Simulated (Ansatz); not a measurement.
Runs of Ansatz 0.2.0 on TiO2. Symmetry: C2/m, No. 12, monoclinic system. Conventional cell: a = 12.307 Å, b = 3.767 Å, c = 6.616 Å, α = 90.00°, β = 106.95°, γ = 90.00°. Ti (site symmetry m) has 4 O at 1.86 to 1.94 Å as nearest neighbours. Ti (site symmetry m) is surrounded by 5 O at 1.78 to 2.03 Å. Around O (site symmetry m) lie 3 Ti at 1.94 to 2.03 Å. O (site symmetry m) has 3 Ti at 1.96 to 2.16 Å as nearest neighbours. O (site symmetry m) has 2 Ti at 1.78 to 1.87 Å as nearest neighbours. O (site symmetry m) has 2 Ti at 1.86 to 1.93 Å as nearest neighbours. The cell comes from a database or a generator and needn't be the stable form of this composition.

| task | level | potentials or basis | k mesh | cutoff (eV) | points for each segment of the path | mesh quality | gap on the mesh (eV) | pressure (GPa) | largest force (eV/Å) |
| --- | --- | --- | --- | --- | --- | --- | --- | --- | --- |
| band structure | PBE | JTH PAW | 8 × 8 × 4 | 1380 | 10 | not flagged | 2.74 | -0.8 | 0.14 |
| single point | PBE | Ansatz PAW | 3 × 3 × 2 | 420 | - | coarse | 2.76 | -1.2 | 0.15 |
| band structure | rPW86-PBE | Ansatz PAW | 8 × 8 × 4 | 420 | 10 | not flagged | 2.73 | (a) | (b) |
| band structure | PBEsol | Ansatz PAW | 8 × 8 × 4 | 420 | 10 | not flagged | 2.72 | (c) | 0.15 |

Alike in all rows: no spin polarisation; cell as given; smearing fermi-dirac 0.05 eV.

Task: Fill in the values left out.

Result: (a) 3.1; (b) 0.23; (c) -6.7.

Caveats: some runs use coarse meshes; the PAW data sets come from PBE, with cores solved anew for the run's functional, which leaves a small shift of forces and pressure (some runs); odd divisions of the mesh miss points on the zone boundary, where band edges often lie, so the gap on the mesh can be too wide (some runs).

A k mesh can miss the band edges.
